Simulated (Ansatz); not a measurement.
Convergence test, TiAl2

Level of theory: Ansatz, DFT r2SCAN, scalar-relativistic, plane waves, PAW.

```
CELL_PARAMETERS angstrom
1.97955 -6.04720 0.00000
1.97955 6.04720 0.00000
0.00000 0.00000 4.03150
ATOMIC_POSITIONS crystal
Ti 0.64900 0.35100 0.00000
Ti 0.35100 0.64900 0.00000
Al 0.00000 0.00000 0.00000
Al 0.82400 0.17600 0.50000
Al 0.17600 0.82400 0.50000
Al 0.50000 0.50000 0.50000
```

```json
{"Γ-centred k-mesh": "10×10×10", "occupation rule": "Gaussian smearing, 0.1 eV", "spin treatment": "unpolarised", "valence charge of the PAW sets": "Ti 12, Al 3"}
```

The atoms stay fixed while the plane-wave cutoff is varied. ΔE is the energy extrapolated to zero smearing, less that of the reference run (850 eV). The cell isn't necessarily relaxed at this level. Pressure is positive in compression and holds a correction for the finite cutoff (Pulay stress).

Times are rough; the reference took 2.3 min on 1 thread of AMD EPYC 7R43 64-Core Processor (Zen 3) (shared host), peak memory 1.7 GiB.

(1) Tried: 150, 200, 250, 300, 350, 380, 460, 500, 520, 600, 700, 850 eV. From which plane-wave cutoff on does the energy per atom stay within 100, 10 and 1 meV of the reference?

Results:

(1) 300 for 100 meV, 350 for 10 meV, 600 for 1 meV. The reference itself isn't shown to be converged. At 350 eV, where the energy is within 10 meV, force components already agree to within 0.006 eV/Å, where the largest force is 0.968 eV/Å.

| cutoff (eV) | ΔE (meV/atom) | P (GPa) | largest change of a force component (eV/Å) | plane waves at Γ | wall time (s) |
| --- | --- | --- | --- | --- | --- |
| 150 | 8219 | -2.03 | 0.456 | 407 | 21 |
| 200 | 1992 | -4.74 | 0.239 | 637 | 29 |
| 250 | 403 | 0.14 | 0.162 | 853 | 32 |
| 300 | 59.5 | -1.74 | 0.018 | 1139 | 34 |
| 350 | 9.70 | -1.87 | 0.006 | 1449 | 40 |
| 380 | 4.28 | -1.84 | 0.001 | 1605 | 59 |
| 460 | 1.84 | -1.83 | 0.000 | 2145 | 78 |
| 500 | 1.37 | -1.82 | 0.001 | 2467 | 100 |
| 520 | 1.16 | -1.82 | 0.001 | 2611 | 64 |
| 600 | 0.58 | -1.81 | 0.000 | 3207 | 84 |
| 700 | 0.30 | -1.82 | 0.000 | 4071 | 130 |
| 850 | 0.00 | -1.82 | 0.000 | 5451 | 140 |

1 further run of this set didn't finish or converge.